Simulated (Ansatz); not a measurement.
Stackings of close-packed layers of AgCl (capitals for Ag, lower case for the other element), each relaxed to a stress under 0.05 GPa; energies count from the stacking AcBaCb (Fm-3m).

All numbers below come from DFT PBE, scalar-relativistic, plane waves, PAW in Ansatz.

Cutoff 420 eV, Gaussian smearing of 0.02 eV, energies at zero smearing, symmetry of each start kept, no spin polarisation.

| start | atoms | k mesh | excess energy (meV/atom) | spacing of like layers (Å) | a (Å) | gap on the mesh (eV) |
| --- | --- | --- | --- | --- | --- | --- |
| AbAc | 4 | 9×9×6 | 1.1 | 3.100 | 4.073 | 0.91 |
| AcBc | 4 | 9×9×6 | 37.4 | 3.565 | 3.769 | 0.91 |
| AcBcAbCb | 8 | 9×9×3 | 21.6 | 3.450 | 3.844 | 0.88 |
| AcBaCaBcAbCb | 12 | 9×9×2 | 15.4 | 3.393 | 3.880 | 0.88 |
| AcBcAcBaCb | 10 | 9×9×3 | 18.3 | 3.416 | 3.865 | 0.86 |

An odd mesh misses points on the zone edge, so a gap read on it can be too wide.

Cost: 5 runs of about 9.8 core-minutes in all, on Arm Neoverse V1 (shared hosts).